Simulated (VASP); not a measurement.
Crystal: H.

```xyz
4
Lattice="0.0000 -3.3831 0.0000 -3.3831 0.0000 0.0000 0.0000 0.0000 -4.1169" Properties=species:S:1:pos:R:3 pbc="T T T"
H    -1.7026   -1.7026   -2.4284
H    -3.3720   -3.3720   -0.3722
H    -1.6572   -1.7098   -1.7059
H    -0.0343   -3.3648   -3.7273
```

The cell isn't the ideal one: a zone-boundary wave of random shape, sigma 0.02 Å.

```yaml
Program: VASP 6.6.1
Task: relaxation of cell and atoms
Functional: PBE
Potentials_or_basis: VASP PAW PBE potentials, release 64 (H)
Cutoff: 600 eV
k_mesh: 8 × 8 × 7
Occupations: gaussian, width 0.05 eV
Spin: no spin polarisation
```

At the start: pressure 0.7 GPa; volume 11.78 Å³/atom.

Question: How do energy, volume and symmetry change on relaxing?

Answer: Over 19 steps the energy falls by 5.7 meV/atom and the volume is 13.82 Å³/atom (+17.3 %); space group P2_1 (No. 4, to 0.05 Å).

Step by step:
| step | energy change (eV) | largest force (eV/Å) | pressure (GPa) | volume (Å³) |
| --- | --- | --- | --- | --- |
| 1 | 0.0000 | 0.9622 | 0.72 | 47.12 |
| 2 | 0.0741 | 1.9906 | -0.67 | 47.48 |
| 3 | -0.0152 | 0.0839 | 0.21 | 47.22 |
| 4 | -0.0152 | 0.0913 | 0.22 | 47.22 |
| 5 | -0.0150 | 0.1786 | 0.52 | 47.32 |
| 6 | -0.0154 | 0.0279 | 0.35 | 47.26 |
| 7 | -0.0157 | 0.0247 | 0.35 | 47.43 |
| 8 | -0.0167 | 0.0271 | 0.33 | 47.94 |
| 9 | -0.0184 | 0.0686 | 0.29 | 48.97 |
| 10 | -0.0207 | 0.1582 | 0.24 | 51.07 |
| 11 | -0.0209 | 0.3652 | 0.19 | 55.46 |
| 12 | -0.0214 | 0.2865 | 0.21 | 53.69 |
| 13 | -0.0216 | 0.2708 | 0.20 | 53.78 |
| 14 | -0.0220 | 0.2238 | 0.16 | 54.03 |
| 15 | -0.0225 | 0.1315 | 0.08 | 54.54 |
| 16 | -0.0228 | 0.0498 | -0.07 | 55.56 |
| 17 | -0.0228 | 0.0381 | -0.03 | 55.27 |
| 18 | -0.0228 | 0.0280 | -0.02 | 55.27 |
| 19 | -0.0228 | 0.0037 | 0.00 | 55.26 |

Final structure:
```
H
1.0
     0.00046   -3.56777   -0.00058
    -3.56777    0.00046    0.00026
     0.00032   -0.00070   -4.34151
H
4
Cartesian
  -1.8011 -1.7916 -2.5506
  -3.5505 -3.5597 -0.3687
  -1.7475 -1.8000 -1.8026
  -0.0345 -3.5524 -3.9623
```

Caveat: the volume moved by over 15 % at a fixed basis, so the end points are rough.
